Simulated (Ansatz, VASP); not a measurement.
# Ti in VASP and in Ansatz

```
Ti
1.0
     4.53672    0.00000    0.00000
    -2.26836    3.92892    0.00000
     0.00000    0.00000    2.80728
Ti
3
Direct
  0.66667 0.33333 0.50000
  0.33333 0.66667 0.50000
  0.00000 0.00000 0.00000
```

Change from the starting cell: volume scaled by 0.98.

Alike in both runs: task single point; functional PBE; k mesh 7 × 7 × 9; occupations fermi-dirac, width 0.05 eV; no spin polarisation.

|  | VASP | Ansatz |
| --- | --- | --- |
| version | VASP 6.6.1 | Ansatz 0.2.0 |
| potentials or method | VASP PAW PBE potentials, release 64 (Ti_sv) | Ansatz PAW |
| plane-wave cutoff (eV) | 520 | 420 |
| valence electrons in the cell | 36 | 36 |

```tsv
	VASP	Ansatz	Ansatz less VASP
gap on the k mesh at the Fermi level (eV)	none	none	-
pressure (GPa)	2.9	3.2	+0.28
```

A gap of «none» marks a metal or a gap that the smearing closes.
